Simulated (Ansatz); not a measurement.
Runs of Ansatz 0.2.0 on In. Symmetry: R-3m, No. 166, trigonal system. The conventional cell has a = 3.339 Å, b = 3.339 Å, c = 24.622 Å, α = 90.00°, β = 90.00°, γ = 120.00°. Around In (site symmetry 3m) lie 12 In at 3.34 to 3.35 Å. Around In (site symmetry -3m) lie 12 In at 3.34 to 3.35 Å. This isn't the form of In at room conditions, which is tetragonal.

```tsv
task	level	spin	cell	cutoff (eV)	points for each segment of the path	gap on the mesh (eV)	pressure (GPa)	V0 of scaled cells (Å³/atom)	B0 (GPa)	largest force (eV/Å)
single point	PBEsol	off	as given	420	-	none	-1.1	-	-	0.02
equation of state	r2SCAN	off	as given	500	-	-	-	26.44	(b)	-
equation of state	PBEsol	off	as given	420	-	-	-	25.70	(a)	-
single point	PBEsol	off	atoms moved at random, drawn with an rms of 0.05 Å	420	-	none	-1.1	-	-	0.06
band structure	PBEsol	SOC, no magnetisation	as given	420	14	none	-1.2	-	-	0.02
```

Alike in all rows: potentials or basis Ansatz PAW; k mesh 9 × 9 × 9; smearing fermi-dirac 0.05 eV.

Estimate the missing entries.

(a) 43; (b) 40.

Caveats: the PAW data sets come from PBE, with cores solved anew for the run's functional, which leaves a small shift of forces and pressure (some runs); the cell was scaled at fixed shape and fractional positions, which overstates the stiffness of a crystal with free parameters, most of all of layers and chains (some runs); the PAW data sets were made with another functional, which shifts forces and pressure a little (some runs).

A k mesh can miss the band edges, and rows without SOC leave out spin-orbit coupling on In.

A gap of «none» marks a metal or a gap under the smearing width.
